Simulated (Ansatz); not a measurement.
Wanted: the native input for an Ansatz 0.2.0 run.

```
Task                : Born charges and dielectric tensor
Functional          : PBE
Potentials or basis : Ansatz PAW
Cutoff              : 420 eV (not typed: the program's choice for these potentials)
k mesh              : 8 × 8 × 8
Occupations         : fixed
Spin                : no spin polarisation
```

Crystal: TiO2 (Anatase).

```xyz
6
Lattice="-1.8921 1.8921 4.7573 1.8921 -1.8921 4.7573 1.8921 1.8921 -4.7573" Properties=species:S:1:pos:R:3 pbc="T T T"
Ti    0.0000    1.8921    2.3786
Ti    0.0000    0.0000    0.0000
O     0.0000    0.0000    7.5346
O     0.0000    1.8921    0.3987
O     0.0000    1.8921    4.3586
O     0.0000    0.0000    1.9800
```

These files were run (other wordings do the same):

input.yaml

```yaml
crystal:
  lattice:
    - [-1.8921, 1.8921, 4.7573]
    - [1.8921, -1.8921, 4.7573]
    - [1.8921, 1.8921, -4.7573]
  atoms:
    - { symbol: Ti, position: [0.75, 0.25, 0.5] }
    - { symbol: Ti, position: [0.0, 0.0, 0.0] }
    - { symbol: O, position: [0.7919, 0.7919, 0.0] }
    - { symbol: O, position: [0.5419, 0.0419, 0.5] }
    - { symbol: O, position: [0.9581, 0.4581, 0.5] }
    - { symbol: O, position: [0.2081, 0.2081, 0.0] }
hamiltonian:
  xc: pbe
  pseudopotentials: { kind: paw }
kpoints:
  mp_grid: { grid: [8, 8, 8] }
scf:
  occupations: { method: fixed }
output:
  eigenvalues: true
dielectric:
  method: response
```

Potentials or basis: Ansatz PAW.

Launch:

```bash
$ ansatz run input.yaml --threads 2 --pin off --max-ram 5632MiB --backend cpu --events-out ev --progress --plain --runs-dir out
```

It gave:

```yaml
Band_gap_on_the_k_mesh: 2.16 eV, indirect (least direct gap 2.46 eV)
Electronic_dielectric_tensor_diagonal: 6.79, 6.79, 6.25
Born_charges_mean_of_the_diagonal: Ti +6.29; O -3.14 e
```

It took 83 s on 2 threads of Intel(R) Xeon(R) 6975P-C (Granite Rapids), on a shared host, peak memory 1.5 GiB.
